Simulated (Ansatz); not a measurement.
SnSe:

```
CELL_PARAMETERS angstrom
0.00000 3.01000 3.01000
3.01000 0.00000 3.01000
3.01000 3.01000 0.00000
ATOMIC_POSITIONS crystal
Sn 0.00000 0.00000 0.00000
Se 0.50000 0.50000 0.50000
```

Measurements of this composition are mostly on another form, of space group No. 62.

Base run:

* Program: Ansatz 0.2.0
* Functional: revPBE
* Potentials or basis: Ansatz PAW
* Cutoff: 420 eV (not typed: the program's choice for these potentials)
* k mesh: 8 × 8 × 8
* Occupations: fermi-dirac, width 0.05 eV
* Spin: no spin polarisation

Its results: pressure 2.1 GPa.

Problem. After a change of settings the same cell gave: pressure 2.6 GPa. Which change was it?
A. functional from revPBE to r2SCAN; cutoff from 420 eV (not typed: the program's choice for these potentials) to 500 eV (not typed: the program's choice for these potentials)
B. functional from revPBE to LDA
C. functional from revPBE to RPBE
D. functional from revPBE to PBEsol; occupations from fermi-dirac, width 0.05 eV to gaussian, width 0.1 eV

Solution. C.

Caveats: the PAW data sets come from PBE, with cores solved anew for the run's functional, which leaves a small shift of forces and pressure.

Runs at the PBE level aren't shown here.
